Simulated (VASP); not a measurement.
# Bi (P6/mmm) in VASP: further runs

The runs below take Bi through single point, relaxation of cell and atoms, with PBEsol.

All numbers are computed with VASP 6.6.1; they aren't measurements. Logs are shortened: lines on timing, memory, paths and dates and some standing lists are left out, and cuts for length are marked.

**1. The structure**

The structure is hexagonal, space group P6/mmm (No. 191). The conventional cell has a = 5.642 Å, b = 5.642 Å, c = 3.274 Å, α = 90.00°, β = 90.00°, γ = 120.00°. Bi (site symmetry 6/mmm) has 14 Bi at 3.27 to 3.65 Å as nearest neighbours. Bi (site symmetry -6m2) has 11 Bi at 3.26 to 3.65 Å as nearest neighbours.

The cell was built by a generator and needn't be a form met in nature.

**2. Single point, PBEsol**

INCAR

```
ALGO = Fast
EDIFF = 1E-7
ENCUT = 520
GGA = PS
ISIF = 2
ISMEAR = 0
LASPH = T
LCHARG = T
LELF = T
LREAL = F
LVHAR = T
LWAVE = F
NBANDS = 30
NELM = 100
PREC = Accurate
SIGMA = 0.1
```

KPOINTS

```
k-points
0
Gamma
  3 3 6
```

POSCAR

```
Bi
1.0
    5.6415794498      0.0000000000      0.0000000000
   -2.8207897249      4.8857511210      0.0000000000
    0.0000000000      0.0000000000      3.2737615917
Bi
3
Direct
    0.0000000000      0.0000000000      0.0000000000
    0.3333333333      0.6666666667      0.5000000000
    0.6666666667      0.3333333333      0.5000000000
```

Potentials or basis: VASP PAW PBE potentials, release 64 (Bi_d).

Started as:

```bash
> cat potpaw_PBE.64/Bi_d/POTCAR > POTCAR
> mpirun -np 1 vasp_std > vasp.out
```

OUTCAR:

```text
EDIFF = 1E-7
   ENCUT = 520
   GGA = PS
   ISIF = 2
   ISMEAR = 0
   LASPH = T
   LREAL = F
   NELM = 100
   PREC = Accurate

 ion  position               nearest neighbor table
   1  0.000  0.000  0.000-   2 3.65   3 3.65   2 3.65   3 3.65   3 3.65   3 3.65   2 3.65   2 3.65
                             3 3.65   3 3.65   2 3.65   2 3.65
   2  0.333  0.667  0.500-   3 3.26   3 3.26   3 3.26   1 3.65   1 3.65   1 3.65   1 3.65   1 3.65
                             1 3.65
   3  0.667  0.333  0.500-   2 3.26   2 3.26   2 3.26   1 3.65   1 3.65   1 3.65   1 3.65   1 3.65
                             1 3.65

  LATTYP: Found a hexagonal cell.
 ALAT       =     5.6415794498
 C/A-ratio  =     0.5802916756

  Lattice vectors:

 A1 = (   5.6415794498,   0.0000000000,   0.0000000000)
 A2 = (  -2.8207897249,   4.8857511210,   0.0000000000)
 A3 = (   0.0000000000,   0.0000000000,   3.2737615917)

Analysis of symmetry for initial positions (statically):
=====================================================================
 Subroutine PRICEL returns:
 Original cell was already a primitive cell.

 Routine SETGRP: Setting up the symmetry group for a
 hexagonal supercell.

 Subroutine GETGRP returns: Found 24 space group operations
 (whereof 24 operations were pure point group operations)
 out of a pool of 24 trial point group operations.

The static configuration has the point symmetry D_6h.

Analysis of symmetry for dynamics (positions and initial velocities):
=====================================================================
 Subroutine PRICEL returns:
 Original cell was already a primitive cell.

 Routine SETGRP: Setting up the symmetry group for a
 hexagonal supercell.

 Subroutine GETGRP returns: Found 24 space group operations
 (whereof 24 operations were pure point group operations)
 out of a pool of 24 trial point group operations.

The dynamic configuration has the point symmetry D_6h.

 Subroutine INISYM returns: Found 24 space group operations
 (whereof 24 operations are pure point group operations),
 and found     1 'primitive' translations

----------------------------------------------------------------------------------------

                                     Primitive cell

  volume of cell :      90.2358

  direct lattice vectors                    reciprocal lattice vectors
     5.641579450  0.000000000  0.000000000     0.177255325  0.102338410  0.000000000
    -2.820789725  4.885751121  0.000000000     0.000000000  0.204676819  0.000000000
     0.000000000  0.000000000  3.273761592     0.000000000  0.000000000  0.305459018

  length of vectors
     5.641579450  5.641579450  3.273761592     0.204676819  0.204676819  0.305459018

  position of ions in fractional coordinates (direct lattice)
     0.000000000  0.000000000  0.000000000
     0.333333333  0.666666667  0.500000000
     0.666666667  0.333333333  0.500000000

  ion indices of the primitive-cell ions
   primitive index   ion index
                 1           1
                 2           2
                 3           3

----------------------------------------------------------------------------------------

 KPOINTS: k-points

Automatic generation of k-mesh.
 Grid dimensions read from file:
 generate k-points for:    3    3    6

 Generating k-lattice:

  Cartesian coordinates                     Fractional coordinates (reciprocal lattice)
     0.059085108  0.034112803  0.000000000     0.333333333 -0.000000000  0.000000000
     0.000000000  0.068225606  0.000000000     0.000000000  0.333333333  0.000000000
     0.000000000  0.000000000  0.050909836     0.000000000  0.000000000  0.166666667

  Length of vectors
     0.068225606  0.068225606  0.050909836

  Shift w.r.t. Gamma in fractional coordinates (k-lattice)
     0.000000000  0.000000000  0.000000000

 Subroutine IBZKPT returns following result:
 ===========================================

 Found     12 irreducible k-points:

 Following reciprocal coordinates:
            Coordinates               Weight
  0.000000  0.000000  0.000000      1.000000
  0.333333  0.000000  0.000000      6.000000
  0.333333  0.333333  0.000000      2.000000
  0.000000  0.000000  0.166667      2.000000
  0.333333  0.000000  0.166667     12.000000
  0.333333  0.333333  0.166667      4.000000
  0.000000  0.000000  0.333333      2.000000
  0.333333  0.000000  0.333333     12.000000
  0.333333  0.333333  0.333333      4.000000
  0.000000  0.000000  0.500000      1.000000
  0.333333  0.000000  0.500000      6.000000
  0.333333  0.333333  0.500000      2.000000
   k-points           NKPTS =     12   k-points in BZ     NKDIM =     12   number of bands    NBANDS=     30
   number of dos      NEDOS =    301   number of ions     NIONS =      3
   total plane-waves  NPLWV =  42336
   dimension x,y,z NGX =    42 NGY =   42 NGZ =   24
   dimension x,y,z NGXF=    84 NGYF=   84 NGZF=   48
   ions per type =               3
[... 31 lines left out ...]
     AMIX     =   0.40;   BMIX     =  1.00
     AMIX_MAG =   1.60;   BMIX_MAG =  1.00
  volume/ion in A,a.u.               =      30.08       202.98
  Fermi-wavevector in a.u.,A,eV,Ry     =   1.298233  2.453305 22.931380  1.685409
  Thomas-Fermi vector in A             =   2.429574
   LORBIT       =      0    0 simple, 1 ext, 2 COOP (PROOUT), +10 PAW based schemes
   GGA     = PS    functional components
   LHFCALC =     F    Hartree Fock is set to
   AEXX    =    0.0000 exact exchange contribution
   IVDW    =     0    specifies the selected vdW correction
   LEPSILON=     F    determine dielectric tensor
   LRPA    =     F    only Hartree local field effects (RPA)
 non-spin polarized calculation
 RMM-DIIS sequential band-by-band and
 Gauss-broadening in eV      SIGMA  =   0.10
  energy-cutoff  :      520.00
  volume of cell :       90.24
 maximum number of plane-waves:      2460
 NGX is ok and might be reduce to    42
   NGX = 21   NGY = 21   NGZ = 13

 number of electron      44.9999977 magnetization

 Free energy of the ion-electron system (eV)
  ---------------------------------------------------
  ext. energy  EPLUGINS =         0.00000000
  ---------------------------------------------------
  free energy    TOTEN  =       -12.47345737 eV

  energy without entropy =      -12.46019042  energy(sigma->0) =      -12.46682390

 E-fermi :   8.0070     XC(G=0): -10.5948

 val. band max:        7.9901044633   @ k =   0.3333   0.0000   0.5000
 cond. band min:       8.2227751009   @ k =   0.3333   0.0000   0.3333
 fundamental gap:      0.2326706375
 Fermi energy:         8.0070454986

 k-point     1 :       0.0000    0.0000    0.0000
  band No.  band energies     occupation
      1     -14.9154      2.00000
      2     -14.8643      2.00000
      3     -14.8147      2.00000
      4     -14.8147      2.00000
      5     -14.7665      2.00000
      6     -14.7569      2.00000
[... 22 lines left out ...]
     29      17.5037      0.00000
     30      18.2136      0.00000

 k-point     2 :       0.3333    0.0000    0.0000
  band No.  band energies     occupation
      1     -14.9076      2.00000
      2     -14.8650      2.00000
      3     -14.8385      2.00000
      4     -14.8198      2.00000
      5     -14.8046      2.00000
      6     -14.8017      2.00000
[... 22 lines left out ...]
     29      15.8561      0.00000
     30      16.8618      0.00000

 k-point     3 :       0.3333    0.3333    0.0000
  band No.  band energies     occupation
      1     -14.9039      2.00000
      2     -14.8607      2.00000
      3     -14.8607      2.00000
      4     -14.8369      2.00000
      5     -14.8102      2.00000
      6     -14.8102      2.00000
[... 22 lines left out ...]
     29      14.7554      0.00000
     30      14.7554      0.00000

 k-point     4 :       0.0000    0.0000    0.1667
  band No.  band energies     occupation
      1     -14.8461      2.00000
      2     -14.8187      2.00000
      3     -14.8187      2.00000
      4     -14.8015      2.00000
      5     -14.7700      2.00000
      6     -14.7700      2.00000
[... 220 lines left out ...]
     29      11.8256      0.00000
     30      18.5863      0.00000

 k-point    11 :       0.3333    0.0000    0.5000
  band No.  band energies     occupation
      1     -14.8579      2.00000
      2     -14.8451      2.00000
      3     -14.8280      2.00000
      4     -14.8111      2.00000
      5     -14.7625      2.00000
      6     -14.7569      2.00000
[... 22 lines left out ...]
     29      14.3290      0.00000
     30      14.9700      0.00000

 k-point    12 :       0.3333    0.3333    0.5000
  band No.  band energies     occupation
      1     -14.8280      2.00000
      2     -14.8280      2.00000
      3     -14.8233      2.00000
      4     -14.8074      2.00000
      5     -14.8074      2.00000
      6     -14.7790      2.00000
[... 22 lines left out ...]
     29      16.5460      0.00000
     30      16.5461      0.00000

------------------------ aborting loop because EDIFF is reached ----------------------------------------

  FORCE on cell =-STRESS in cart. coord.  units (eV):
  Direction    XX          YY          ZZ          XY          YZ          ZX
  --------------------------------------------------------------------------------------
  -------------------------------------------------------------------------------------
  Total       -0.0066486     -0.0066486     -0.0137274      0.0000000      0.0000000      0.0000000
  in kB       -0.1180487     -0.1180487     -0.2437366      0.0000000      0.0000000      0.0000000
  external PRESSURE =      -0.1599447 kB  Pullay stress =       0.0000000 kB

 VOLUME and BASIS-vectors are now :
 -----------------------------------------------------------------------------
  energy-cutoff  :      520.00
  volume of cell :       90.24
      direct lattice vectors                 reciprocal lattice vectors
     5.641579450  0.000000000  0.000000000     0.177255325  0.102338410  0.000000000
    -2.820789725  4.885751121  0.000000000     0.000000000  0.204676819  0.000000000
     0.000000000  0.000000000  3.273761592     0.000000000  0.000000000  0.305459018

 POSITION                                       TOTAL-FORCE (eV/Angst)
 -----------------------------------------------------------------------------------
      0.00000      0.00000      0.00000        -0.000000      0.000000      0.000000
     -0.00000      3.25717      1.63688        -0.000000     -0.000000      0.000000
      2.82079      1.62858      1.63688         0.000000      0.000000      0.000000
 -----------------------------------------------------------------------------------
    total drift:                               -0.000000      0.000000     -0.000000

  FREE ENERGIE OF THE ION-ELECTRON SYSTEM (eV)
  ---------------------------------------------------
  free  energy   TOTEN  =       -12.4734573707 eV

  energy  without entropy=      -12.4601904233  energy(sigma->0) =      -12.46682390
```

Run time: 25 s. Hardware: 1 thread of Intel Xeon Platinum 8488C (Sapphire Rapids), shared host; peak memory 0.19 GiB.

What came out:

* Free energy: -12.4735 eV
* Pressure: 0.0 GPa
* Band gap on the k mesh: none (metal or under the smearing width)

Caveat: the k mesh is coarse (spacing up to 0.43 Å⁻¹), so the values aren't converged; the PAW data sets were made with another functional, which shifts forces and pressure a little; spin-orbit coupling is left out, which moves the levels of the heavy elements.

**3. Relaxation of cell and atoms, PBEsol**

This run uses another cell than the first one, of 39.88 Å³/atom, 1.326 times its volume.

INCAR

```
SYSTEM = Bi
  ALGO = Fast
  EDIFF = 1E-7
  EDIFFG = -0.04
  ENCUT = 600
  GGA = PS
  IBRION = 2
  ISIF = 3
  ISMEAR = 0
  LASPH = .TRUE.
  LCHARG = .FALSE.
  LREAL = .FALSE.
  LWAVE = .FALSE.
  NELM = 100
  NSW = 90
  PREC = Accurate
  SIGMA = 0.1
```

KPOINTS

```
k-points
0
G
  3 3 6
  0 0 0
```

POSCAR

```
Bi
1.0
    6.0855846111      0.0000000000      0.0000000000
   -3.0427923055      5.2702708701      0.0000000000
    0.0000000000      0.0000000000      3.7307279572
Bi
3
Direct
    0.0000000000      0.0000000000      0.0000000000
    0.3333333333      0.6666666667      0.5000000000
    0.6666666667      0.3333333333      0.5000000000
```

Potentials or basis: VASP PAW PBE potentials, release 64 (Bi_d).

Started as:

```bash
> cat potpaw_PBE.64/Bi_d/POTCAR > POTCAR
> mpirun -np 1 vasp_std > vasp.out
```

Wall time 3.8 min (1 thread of Intel Xeon Platinum 8488C (Sapphire Rapids), shared host); peak memory 0.28 GiB.

It converged, with:

```
Free energy                            : -12.4757 eV
Relaxed volume                         : 30.10 Å³/atom
Relaxed cell                           : a = 5.639 Å, b = 5.639 Å, c = 3.279 Å, α = 90.00°, β = 90.00°, γ = 120.00°
Space group after relaxing (to 0.05 Å) : P6/mmm (No. 191)
Energy gained by relaxing              : 353.5 meV/atom
Ionic steps                            : 7
Pressure after relaxing                : 0.0 GPa
Band gap on the k mesh                 : none (metal or under the smearing width)
```

Stress tensor (GPa, compression positive):
```
 0.03  0.00  0.00
 0.00  0.03  0.00
 0.00  0.00 -0.16
```

Step by step:
| step | energy change (eV) | largest force (eV/Å) | pressure (GPa) | volume (Å³) |
| --- | --- | --- | --- | --- |
| 1 | 0.0000 | 0.0000 | -8.30 | 119.65 |
| 2 | -1.0170 | 0.0000 | 2.13 | 87.29 |
| 3 | -1.0327 | 0.0000 | 0.21 | 89.95 |
| 4 | -1.0581 | 0.0000 | 0.72 | 89.35 |
| 5 | -1.0591 | 0.0000 | 0.55 | 89.46 |
| 6 | -1.0602 | 0.0000 | -0.29 | 90.71 |
| 7 | -1.0606 | 0.0000 | -0.03 | 90.30 |

Final structure:
```
CELL_PARAMETERS angstrom
5.63946 0.00000 0.00000
-2.81973 4.88392 0.00000
0.00000 0.00000 3.27863
ATOMIC_POSITIONS crystal
Bi 0.00000 0.00000 0.00000
Bi 0.33333 0.66667 0.50000
Bi 0.66667 0.33333 0.50000
```

Levels at points of the mesh, in eV from the Fermi level:
```tsv
k point	band 19	band 20	band 21	band 22	band 23	band 24	band 25	band 26
(0.00, 0.00, 0.00)	-3.49	-3.49	-3.33	-3.33	2.20	5.23	5.23	6.14
(0.00, 0.00, 0.50)	-3.81	-2.93	-1.89	-1.64	-1.64	-0.27	-0.27	1.06
```

Caveat: the k mesh is coarse (spacing up to 0.40 Å⁻¹), so the values aren't converged; the volume moved by over 15 % at a fixed basis, so the end points are rough; the PAW data sets were made with another functional, which shifts forces and pressure a little; spin-orbit coupling is left out, which moves the levels of the heavy elements.

**4. Single point, PBEsol**

This run uses another cell than the first one, of 30.36 Å³/atom, 1.009 times its volume.

INCAR

```
ALGO     = Fast           # electronic algorithm
EDIFF    = 1E-7           # SCF threshold, eV
ENCUT    = 520            # plane-wave cutoff, eV
GGA      = PS             # functional
ISIF     = 2              # what is computed and relaxed
ISMEAR   = 0              # smearing method
LASPH    = T              # aspherical terms in the spheres
LCHARG   = F              # write CHGCAR
LREAL    = F              # projectors in reciprocal space
LWAVE    = F              # write WAVECAR
NBANDS   = 30             # bands
NELM     = 100            # most SCF steps
PREC     = Accurate       # precision mode
SIGMA    = 0.1            # smearing width, eV
```

KPOINTS

```
k-points
0
Gamma
  6 6 6
```

POSCAR

```
Bi
1.0
    5.6642874112      0.0000000000      0.0000000000
   -2.8321437056      4.9054167924      0.0000000000
    0.0000000000      0.0000000000      3.2781410625
Bi
3
Direct
    0.0000000000      0.0000000000      0.0000000000
    0.3333333333      0.6666666667      0.5000000000
    0.6666666667      0.3333333333      0.5000000000
```

Started as:

```bash
> cat potpaw_PBE.64/Bi_d/POTCAR > POTCAR
> mpirun -np 1 vasp_std > vasp.out
```

Wall time 47 s (1 thread of Intel Xeon Platinum 8488C (Sapphire Rapids), shared host); peak memory 0.22 GiB.

Results (log left out):

| Item | Value |
| --- | --- |
| Free energy | -12.6723 eV |
| Pressure | -0.3 GPa |
| Band gap on the k mesh | none (metal or under the smearing width) |

Levels at points of the mesh, in eV from the Fermi level:
```
           k point  band 20  band 21  band 22  band 23  band 24  band 25
(0.00, 0.00, 0.00)    -3.63    -3.44    -3.44     2.11     4.98     4.98
(0.50, 0.00, 0.00)    -1.56    -1.41     1.04     1.32     1.88     3.71
(0.00, 0.00, 0.50)    -3.11    -2.10    -1.77    -1.77    -0.36    -0.36
(0.50, 0.00, 0.50)    -4.36    -3.17    -2.50    -0.72     1.09     2.01
```

Caveat: the PAW data sets were made with another functional, which shifts forces and pressure a little; spin-orbit coupling is left out, which moves the levels of the heavy elements.

**5. Relaxation of cell and atoms, PBEsol**

INCAR

```
SYSTEM = Bi
PREC = Accurate
ENCUT = 600
EDIFF = 1E-7
ISMEAR = 0
SIGMA = 0.1
LREAL = .FALSE.
LASPH = .TRUE.
NELM = 100
ALGO = Normal
ISIF = 3
LWAVE = .FALSE.
LCHARG = .FALSE.
GGA = PS
IBRION = 2
NSW = 90
EDIFFG = -0.04
```

KPOINTS

```
regular mesh
0
G
  6 6 6
  0 0 0
```

POSCAR

```
Bi
1.0
    5.6415794498      0.0000000000      0.0000000000
   -2.8207897249      4.8857511210      0.0000000000
    0.0000000000      0.0000000000      3.2737615917
Bi
3
Direct
    0.0000000000      0.0000000000      0.0000000000
    0.3333333333      0.6666666667      0.5000000000
    0.6666666667      0.3333333333      0.5000000000
```

Started as:

```bash
> cat potpaw_PBE.64/Bi_d/POTCAR > POTCAR
> mpirun -np 1 vasp_std > vasp.out
```

It took 91 s on 1 thread of Intel Xeon Platinum 8488C (Sapphire Rapids), shared host; peak memory 0.27 GiB.

It converged, with:

- Free energy: -12.6731 eV
- Relaxed volume: 30.26 Å³/atom
- Relaxed cell: a = 5.655 Å, b = 5.655 Å, c = 3.278 Å, α = 90.00°, β = 90.00°, γ = 120.00°
- Space group after relaxing (to 0.05 Å): P6/mmm (No. 191)
- Energy gained by relaxing: 0.2 meV/atom
- Ionic steps: 3
- Pressure after relaxing: 0.0 GPa
- Band gap on the k mesh: none (metal or under the smearing width)

Stress tensor (GPa, compression positive):
```
 0.02  0.00  0.00
 0.00  0.02  0.00
 0.00  0.00 -0.08
```

Step by step:
```
step  energy change (eV)  largest force (eV/Å)  pressure (GPa)  volume (Å³)
   1              0.0000                0.0000            0.36        90.24
   2             -0.0004                0.0000           -0.25        91.13
   3             -0.0007                0.0000           -0.01        90.78
```

Final structure:
```xyz
3
Lattice="5.6554 0.0000 0.0000 -2.8277 4.8977 0.0000 0.0000 0.0000 3.2775" Properties=species:S:1:pos:R:3 pbc="T T T"
Bi   -2.8277    4.8977    0.0000
Bi    0.0000    3.2652    1.6388
Bi    2.8277    1.6326    1.6388
```

Levels at points of the mesh, in eV from the Fermi level:
```tsv
k point	band 18	band 19	band 20	band 21	band 22	band 23	band 24	band 25	band 26	band 27
(0.00, 0.00, 0.00)	-10.11	-3.64	-3.64	-3.45	-3.45	2.09	5.02	5.02	5.97	6.01
(0.50, 0.00, 0.00)	-10.75	-5.33	-1.55	-1.40	1.05	1.33	1.90	3.70	3.73	5.28
(0.00, 0.00, 0.50)	-8.28	-3.99	-3.10	-2.10	-1.78	-1.78	-0.37	-0.37	0.91	0.91
(0.50, 0.00, 0.50)	-9.59	-4.82	-4.37	-3.17	-2.51	-0.73	1.10	2.03	2.29	3.33
```

Caveat: the PAW data sets were made with another functional, which shifts forces and pressure a little; spin-orbit coupling is left out, which moves the levels of the heavy elements.

**6. Summary**

| task | cell | k mesh | cutoff (eV) | mesh quality | gap on the mesh (eV) | pressure (GPa) | relaxed volume (Å³/atom) |
| --- | --- | --- | --- | --- | --- | --- | --- |
| single point | P6/mmm, 30.08 Å³/atom | 3 × 3 × 6 | 520 | coarse | none | 0.0 | - |
| relaxation of cell and atoms | relaxed | 3 × 3 × 6 | 600 | coarse | none | 0.0 | 30.10 |
| single point | P6/mmm, 30.36 Å³/atom | 6 × 6 × 6 | 520 | not flagged | none | -0.3 | - |
| relaxation of cell and atoms | relaxed | 6 × 6 × 6 | 600 | not flagged | none | 0.0 | 30.26 |

Alike in all rows: level PBEsol; potentials or basis VASP PAW PBE potentials, release 64 (Bi_d); no spin polarisation; smearing gaussian 0.1 eV.

Caveats: some runs use coarse meshes; the PAW data sets were made with another functional, which shifts forces and pressure a little; spin-orbit coupling is left out, which moves the levels of the heavy elements; the volume moved by over 15 % at a fixed basis, so the end points are rough (some runs).

Total energies depend on the potentials used, so only differences within one code and one set of settings carry meaning.
